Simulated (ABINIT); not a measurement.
# BN (F-43m) in ABINIT: settings compared, part 2 of 2

ABINIT 10.8.3 (patched build).

### 5 Band structure, r2SCAN

run.abi

```
ndtset 2

pp_dirpath "./"
pseudos "N.GGA_PBE-JTH.xml, B.GGA_PBE-JTH.xml"

acell 3*1.0
rprim
     0.0000000000     3.4260753537     3.4260753537
     3.4260753537     0.0000000000     3.4260753537
     3.4260753537     3.4260753537     0.0000000000
ntypat 2
znucl 7 5
natom 2
typat 1 2
xred
     0.2500000000     0.2500000000     0.2500000000
     0.0000000000     0.0000000000     0.0000000000

ecut 31.0
pawecutdg 53.0

ixc -497498
usekden 1
pawxcdev 0

occopt 3
tsmear 0.05 eV

nstep 100

iomode 3
prtwf 0
prteig 0
prtebands 0
enunit 1
prtden1 1
prtkden1 1

kptopt1 1
ngkpt1 13 13 13
nshiftk1 1
shiftk1 0.0 0.0 0.0
nband1 8
tolvrs1 1.0e-7

iscf2 -2
getden2 1
getkden2 1
nband2 14
nbdbuf2 4
tolwfr2 1.0e-11
kptopt2 -9
ndivsm2 6
prteig2 1
kptbounds2
     0.0000000000     0.0000000000     0.0000000000
     0.5000000000     0.0000000000     0.5000000000
     0.5000000000     0.2500000000     0.7500000000
     0.3750000000     0.3750000000     0.7500000000
     0.0000000000     0.0000000000     0.0000000000
     0.5000000000     0.5000000000     0.5000000000
     0.6250000000     0.2500000000     0.6250000000
     0.5000000000     0.2500000000     0.7500000000
     0.5000000000     0.5000000000     0.5000000000
     0.3750000000     0.3750000000     0.7500000000
```

Potentials or basis: JTH PAW PBE v2.0.

On the command line:

```console
> abinit run.abi > log 2>&1
```

run.abo:

```text
.Version 10.8.3 of ABINIT
 DATASET    1 : space group F-4 3 m (#216); Bravais cF (face-center cubic)
================================================================================
 Values of the parameters that define the memory need for DATASET  1.
     intxc =       0    ionmov =       0      iscf =      17    lmnmax =       8
     lnmax =       4     mgfft =      27  mpssoang =       2    mqgrid =    3001
     natom =       2  nloc_mem =       2    nspden =       1   nspinor =       1
    nsppol =       1      nsym =      24    n1xccc =       1    ntypat =       2
    occopt =       3   xclevel =       2
       mpw =         676          nfft =       19683          nkpt =          84
 PAW method is used; the additional fine FFT grid is defined by:
   mgfftf=        32    nfftf =     32768
================================================================================
================================================================================

 DATASET    2 : space group F-4 3 m (#216); Bravais cF (face-center cubic)
[... 1299 lines left out ...]
 kpt# 103, nband= 14, wtk=  1.00000, kpt=  0.3750  0.3750  0.7500 (reduced coord)
  -7.08304   -0.09017    0.55884    4.19165   15.84276   21.95131   25.22021   26.12453
  28.12851   36.44526   36.68579   45.25766   49.64292   52.27471

== END DATASET(S) ==============================================================
================================================================================

 -outvars: echo values of variables after computation  --------
            acell      1.0000000000E+00  1.0000000000E+00  1.0000000000E+00 Bohr
           etotal1    -1.2615112375E+01
            fcart1     4.7155621728E-28  4.7155621728E-28 -1.4146686518E-27
                      -4.7155621728E-28 -4.7155621728E-28  1.4146686518E-27
            rprim      0.0000000000E+00  3.4260753537E+00  3.4260753537E+00
                       3.4260753537E+00  0.0000000000E+00  3.4260753537E+00
                       3.4260753537E+00  3.4260753537E+00  0.0000000000E+00
           strten1     8.9740072077E-05  8.9740072077E-05  8.9740072077E-05
                       0.0000000000E+00  0.0000000000E+00  0.0000000000E+00
           xangst      9.0650049939E-01  9.0650049939E-01  9.0650049939E-01
                       0.0000000000E+00  0.0000000000E+00  0.0000000000E+00
             xred      2.5000000000E-01  2.5000000000E-01  2.5000000000E-01
                       0.0000000000E+00  0.0000000000E+00  0.0000000000E+00
 Calculation completed.
```

Run time: 95 s. Hardware: 1 thread of Arm Neoverse V1, shared host; peak memory 0.11 GiB.

Results:

| Quantity | Value |
| --- | --- |
| Free energy | -343.2747 eV |
| Pressure | -2.6 GPa |
| Band gap on the k mesh | 5.02 eV, indirect (least direct gap 9.46 eV) |
| Band gap along the path | 4.95 eV, indirect (least direct gap 9.46 eV) |
| Valence electrons inside the program's atomic spheres | N 2.72; B 2.02 |

Levels at the corners of the path, in eV from the valence-band top:
```
point  band 1  band 2  band 3  band 4  band 5  band 6  band 7  band 8  band 9
    Γ  -21.21    0.00    0.00    0.00    9.46    9.46    9.46   10.86   25.92
    X  -15.54   -9.28   -5.05   -5.05    4.95    9.72   19.09   19.09   22.01
    W  -15.25   -7.95   -7.14   -6.63   10.28   14.12   15.36   15.39   20.52
    K  -15.47   -8.48   -7.83   -4.20    7.45   13.56   16.83   17.73   19.74
    Γ  -21.21    0.00    0.00    0.00    9.46    9.46    9.46   10.86   25.92
    L  -16.95  -11.01   -2.00   -2.00   10.62   11.40   11.40   16.29   24.72
    U  -15.47   -8.48   -7.83   -4.20    7.45   13.56   16.83   17.73   19.74
    W  -15.25   -7.95   -7.14   -6.63   10.28   14.12   15.36   15.39   20.52
    L  -16.95  -11.01   -2.00   -2.00   10.62   11.40   11.40   16.29   24.72
    K  -15.47   -8.48   -7.83   -4.20    7.45   13.56   16.83   17.73   19.74
```

Caveat: totals of a meta-GGA on PAW files have another zero than those of a GGA; the PAW data sets were made with another functional, which shifts forces and pressure a little.

### 6 Equation of state, PBEsol

run.abi

```
# Datasets: one volume each
ndtset 7
getwfk -1
scalecart1 3*0.9795861087
scalecart2 3*0.9864848297
scalecart3 3*0.9932883884
scalecart4 3*1.0000000000
scalecart5 3*1.0066227096
scalecart6 3*1.0131594038
scalecart7 3*1.0196128224

# Pseudopotentials
pp_dirpath "./"
pseudos "N.GGA_PBE-JTH.xml, B.GGA_PBE-JTH.xml"

# Structure
acell 2.5639706028 2.5639706028 2.5639706028 Angstrom
rprim
     0.0000000000     0.7071067812     0.7071067812
     0.7071067812     0.0000000000     0.7071067812
     0.7071067812     0.7071067812     0.0000000000
ntypat 2
znucl 7 5
natom 2
typat 1 2
xred
     0.2500000000     0.2500000000     0.2500000000
     0.0000000000     0.0000000000     0.0000000000

# Plane-wave basis
ecut 26.0
pawecutdg 48.0

# k points
kptopt 1
ngkpt 13 13 13
nshiftk 1
shiftk 0.0 0.0 0.0

# Exchange and correlation
ixc -116133

# Bands and occupations
nband 8
occopt 3
tsmear 0.05 eV

# SCF cycle
nstep 100
tolvrs 1.0e-9

# Output
iomode 3
prtwf 1
prtden 0
prteig 0
prtebands 0
```

Potentials or basis: JTH PAW PBE v2.0.

On the command line:

```console
> abinit run.abi > log 2>&1
```

run.abo:

```text
.Version 10.8.3 of ABINIT
 DATASET    1 : space group F-4 3 m (#216); Bravais cF (face-center cubic)
================================================================================
 Values of the parameters that define the memory need for DATASET  1.
     intxc =       0    ionmov =       0      iscf =      17    lmnmax =       8
     lnmax =       4     mgfft =      24  mpssoang =       2    mqgrid =    3001
     natom =       2  nloc_mem =       2    nspden =       1   nspinor =       1
    nsppol =       1      nsym =      24    n1xccc =       1    ntypat =       2
    occopt =       3   xclevel =       2
       mpw =         503          nfft =       13824          nkpt =          84
 PAW method is used; the additional fine FFT grid is defined by:
   mgfftf=        30    nfftf =     27000
================================================================================
================================================================================
[... 71 lines left out ...]
 DATASET    7 : space group F-4 3 m (#216); Bravais cF (face-center cubic)
================================================================================
 Values of the parameters that define the memory need for DATASET  7.
     intxc =       0    ionmov =       0      iscf =      17    lmnmax =       8
     lnmax =       4     mgfft =      24  mpssoang =       2    mqgrid =    3001
     natom =       2  nloc_mem =       2    nspden =       1   nspinor =       1
    nsppol =       1      nsym =      24    n1xccc =       1    ntypat =       2
    occopt =       3   xclevel =       2
       mpw =         556          nfft =       13824          nkpt =          84
 PAW method is used; the additional fine FFT grid is defined by:
   mgfftf=        32    nfftf =     32768
================================================================================
================================================================================

--------------------------------------------------------------------------------
------------- Echo of variables that govern the present computation ------------
--------------------------------------------------------------------------------
 -outvars: echo values of preprocessed input variables --------
            acell      4.8452022342E+00  4.8452022342E+00  4.8452022342E+00 Bohr
              amu      1.40067400E+01  1.08110000E+01
             ecut      2.60000000E+01 Hartree
           getwfk          -1
                       outvar_i_n : Printing only first  50 k-points.
              ixc     -116133
           jdtset        1    2    3    4    5    6    7
                       outvar_i_n : Printing only first  50 k-points.
         kptrlatt       13    0    0      0   13    0      0    0   13
          kptrlen1     6.17018064E+01
          kptrlen2     6.21363405E+01
          kptrlen3     6.25648805E+01
          kptrlen4     6.29876290E+01
          kptrlen5     6.34047778E+01
          kptrlen6     6.38165087E+01
          kptrlen7     6.42229942E+01
            natom           2
            nband           8
           ndtset           7
            ngfft          24      24      24
          ngfftdg1         30      30      30
          ngfftdg2         30      30      30
          ngfftdg3         30      30      30
          ngfftdg4         32      32      32
          ngfftdg5         32      32      32
          ngfftdg6         32      32      32
          ngfftdg7         32      32      32
             nkpt          84
            nstep         100
             nsym          24
           ntypat           2
                       prtocc : prtvol=0, do not print more k-points.
           occopt           3
        pawecutdg      4.80000000E+01 Hartree
         pawxcdev           0
           prtden           0
[... 44 lines left out ...]
                       0.0000000000E+00  0.0000000000E+00  0.0000000000E+00
            xcart2     1.6898856821E+00  1.6898856821E+00  1.6898856821E+00
                       0.0000000000E+00  0.0000000000E+00  0.0000000000E+00
            xcart3     1.7015404345E+00  1.7015404345E+00  1.7015404345E+00
                       0.0000000000E+00  0.0000000000E+00  0.0000000000E+00
            xcart4     1.7130376780E+00  1.7130376780E+00  1.7130376780E+00
                       0.0000000000E+00  0.0000000000E+00  0.0000000000E+00
            xcart5     1.7243826291E+00  1.7243826291E+00  1.7243826291E+00
                       0.0000000000E+00  0.0000000000E+00  0.0000000000E+00
            xcart6     1.7355802326E+00  1.7355802326E+00  1.7355802326E+00
                       0.0000000000E+00  0.0000000000E+00  0.0000000000E+00
            xcart7     1.7466351818E+00  1.7466351818E+00  1.7466351818E+00
                       0.0000000000E+00  0.0000000000E+00  0.0000000000E+00
             xred      2.5000000000E-01  2.5000000000E-01  2.5000000000E-01
                       0.0000000000E+00  0.0000000000E+00  0.0000000000E+00
            znucl        7.00000    5.00000

================================================================================

 chkinp: Checking input parameters for consistency, jdtset=   1.

 chkinp: Checking input parameters for consistency, jdtset=   2.
[... 31 lines left out ...]
 getcut: wavevector=  0.0000  0.0000  0.0000  ngfft=  24  24  24
         ecut(hartree)=     26.000   => boxcut(ratio)=   2.20295

 getcut : COMMENT -
  Note that boxcut > 2.2 ; recall that boxcut=Gcut(box)/Gcut(sphere) = 2
  is sufficient for exact treatment of convolution.
  Such a large boxcut is a waste : you could raise ecut
  e.g. ecut=   31.544467 Hartrees makes boxcut=2

 Fine grid specifications (used for densities):

 getcut: wavevector=  0.0000  0.0000  0.0000  ngfft=  30  30  30
         ecut(hartree)=     48.000   => boxcut(ratio)=   2.02891

--- Pseudopotential description ------------------------------------------------
- pspini: atom type   1  psp file is ./N.GGA_PBE-JTH.xml
 Pseudopotential format is: paw10
 basis_size (lnmax)=  4 (lmn_size=  8), orbitals=   0   0   1   1
 Spheres core radius: rc_sph= 1.20497474
 Shapefunction is SIN type: shapef(r)=[sin(pi*r/rshp)/(pi*r/rshp)]**2
 Radius for shape functions =  1.00243812
 Compensation charge density is not taken into account in XC energy/potential

- pspini: atom type   2  psp file is ./B.GGA_PBE-JTH.xml
 Pseudopotential format is: paw10
 basis_size (lnmax)=  4 (lmn_size=  8), orbitals=   0   0   1   1
 Spheres core radius: rc_sph= 1.70616958
 Shapefunction is SIN type: shapef(r)=[sin(pi*r/rshp)/(pi*r/rshp)]**2
 Radius for shape functions =  1.40269776
 Compensation charge density is not taken into account in XC energy/potential

   5.83076110E+01                                ecore*ucvol(ha*bohr**3)
--------------------------------------------------------------------------------

[... 1196 lines left out ...]
-Cartesian components of stress tensor (GPa)         [Pressure= -2.5102E+01 GPa]
- sigma(1 1)=  2.51023285E+01  sigma(3 2)=  0.00000000E+00
- sigma(2 2)=  2.51023285E+01  sigma(3 1)=  0.00000000E+00
- sigma(3 3)=  2.51023285E+01  sigma(2 1)=  0.00000000E+00

== END DATASET(S) ==============================================================
================================================================================

 -outvars: echo values of variables after computation  --------
            acell      4.8452022342E+00  4.8452022342E+00  4.8452022342E+00 Bohr
           etotal1    -1.2942806760E+01
           etotal2    -1.2943607334E+01
           etotal3    -1.2943927051E+01
           etotal4    -1.2943806629E+01
           etotal5    -1.2943290732E+01
           etotal6    -1.2942412854E+01
           etotal7    -1.2941204835E+01
            fcart1     1.2536018740E-30  1.2536018740E-30 -3.7608056221E-30
                      -1.2536018740E-30 -1.2536018740E-30  3.7608056221E-30
            fcart2    -1.2074900863E-28  5.8507251606E-29  3.7345054217E-30
                       1.2074900863E-28 -5.8507251606E-29 -3.7345054217E-30
            fcart3     1.2363086048E-30 -1.8544629072E-29 -3.7089258144E-30
                      -1.2363086048E-30  1.8544629072E-29  3.7089258144E-30
            fcart4    -7.8592702825E-29 -1.9648175706E-29  7.8592702825E-29
                       7.8592702825E-29  1.9648175706E-29 -7.8592702825E-29
            fcart5     4.8797269123E-30  2.4398634561E-30 -9.7594538246E-30
                      -4.8797269123E-30 -2.4398634561E-30  9.7594538246E-30
[... 38 lines left out ...]
                       0.0000000000E+00  0.0000000000E+00  0.0000000000E+00
           xangst1     8.8799529735E-01  8.8799529735E-01  8.8799529735E-01
                       0.0000000000E+00  0.0000000000E+00  0.0000000000E+00
           xangst2     8.9424899138E-01  8.9424899138E-01  8.9424899138E-01
                       0.0000000000E+00  0.0000000000E+00  0.0000000000E+00
           xangst3     9.0041642075E-01  9.0041642075E-01  9.0041642075E-01
                       0.0000000000E+00  0.0000000000E+00  0.0000000000E+00
           xangst4     9.0650050002E-01  9.0650050002E-01  9.0650050002E-01
                       0.0000000000E+00  0.0000000000E+00  0.0000000000E+00
           xangst5     9.1250398958E-01  9.1250398958E-01  9.1250398958E-01
                       0.0000000000E+00  0.0000000000E+00  0.0000000000E+00
           xangst6     9.1842950614E-01  9.1842950614E-01  9.1842950614E-01
                       0.0000000000E+00  0.0000000000E+00  0.0000000000E+00
           xangst7     9.2427953333E-01  9.2427953333E-01  9.2427953333E-01
                       0.0000000000E+00  0.0000000000E+00  0.0000000000E+00
             xred      2.5000000000E-01  2.5000000000E-01  2.5000000000E-01
                       0.0000000000E+00  0.0000000000E+00  0.0000000000E+00
 Calculation completed.
```

Wall time 79 s (1 thread of Arm Neoverse V1, shared host); peak memory 0.12 GiB.

What came out:

```
Equilibrium volume                      : 5.87 Å³/atom
Bulk modulus                            : 386 GPa
Pressure derivative of the bulk modulus : 3.7
```

Energy against volume, from the lowest point:
```tsv
volume (Å³/atom)	energy (meV/atom)
5.602	15.24
5.721	4.35
5.840	0.00
5.959	1.64
6.078	8.66
6.198	20.60
6.317	37.04
```

Caveat: pressures at fixed basis lie under the slope of the energies; the PAW data sets were made with another functional, which shifts forces and pressure a little; the atomic spheres overlap.

### 7 The reference run

An earlier run on the cell as given: functional PBE; potentials or basis JTH PAW PBE v2.0; cutoff 707 eV; k mesh 13 × 13 × 13; occupations fermi-dirac, width 0.05 eV; no spin polarisation.

* Pressure: -0.4 GPa
* Band gap on the k mesh: 4.52 eV, indirect (least direct gap 8.76 eV)
* Valence electrons inside the program's atomic spheres: N 2.72; B 2.05

### 8 Overview

```tsv
task	level	cutoff (eV)	fine-grid cutoff	dispersion computed by	gap on the mesh (eV)	pressure (GPa)	V0 of scaled cells (Å³/atom)	B0 (GPa)
band structure	PBEsol	707	1306.15 eV	-	4.34	-6.1	-	-
equation of state	revPBE+D4	707	1306.15 eV	dftd4 4.3.1	-	-	5.81	397
band structure	PBE	707	1306.15 eV	-	4.52	-0.4	-	-
band structure	r2SCAN	844	1442.2 eV	-	5.02	-2.6	-	-
equation of state	PBEsol	707	1306.15 eV	-	-	-	5.87	386
single point	PBE	707	1306.15 eV	-	4.52	-0.4	-	-
```

Alike in all rows: potentials or basis JTH PAW PBE v2.0; no spin polarisation; cell as given; k mesh 13 × 13 × 13; smearing fermi-dirac 0.05 eV.

On the cell as given the gap runs from 4.26 eV (PBEsol) to 4.95 eV (r2SCAN). The pressure there spans -6.1 GPa (PBEsol) to -0.4 GPa (PBE); a positive pressure means that this level wants a larger cell, a negative one a smaller.

Caveats: the PAW data sets were made with another functional, which shifts forces and pressure a little (some runs); pressures at fixed basis lie under the slope of the energies (some runs); totals of a meta-GGA on PAW files have another zero than those of a GGA (some runs); the atomic spheres overlap (some runs); an odd mesh through Γ misses points on the zone boundary, where band edges often lie (some runs).

Absolute energies hang on the potentials; compare differences alone.

### 9 Comparison with measurements

Step 2. A measured gap of BN is 6.4 eV (indirect; 300 K; a printed reference work, monograph); the calculated 4.26 eV misses it by -2.14 eV. The value is that of PBEsol, without temperature or zero-point motion. Semilocal functionals fall short of measured gaps as a rule. The cell is a database's relaxed one, not the measured one, which moves gaps too.

Step 3. Against the measured bulk modulus of BN, 395 GPa (300 K; quoted in “Effect of nanostructuration on compressibility of cubic BN”, 2012, arxiv:1208.3664), the calculated 397 GPa is off by +0.5 %. The fit is for a static lattice scaled at fixed shape and fixed fractional positions.

Step 4. Measured gap of BN: 6.4 eV (indirect; 300 K; a printed reference work, monograph). This calculation gives 4.44 eV (-1.96 eV). The value is that of PBE, without temperature or zero-point motion. Semilocal functionals fall short of measured gaps as a rule. The cell is a database's relaxed one, not the measured one, which moves gaps too.

Step 5. Against the measured gap of BN, 6.4 eV (indirect; 300 K; a printed reference work, monograph), the calculated 4.95 eV is off by -1.45 eV. The value is that of r2SCAN, without temperature or zero-point motion. The cell is a database's relaxed one, not the measured one, which moves gaps too.

Step 6. Against the measured bulk modulus of BN, 395 GPa (300 K; quoted in “Effect of nanostructuration on compressibility of cubic BN”, 2012, arxiv:1208.3664), the calculated 386 GPa is off by -2.4 %. The fit is for a static lattice scaled at fixed shape and fixed fractional positions.
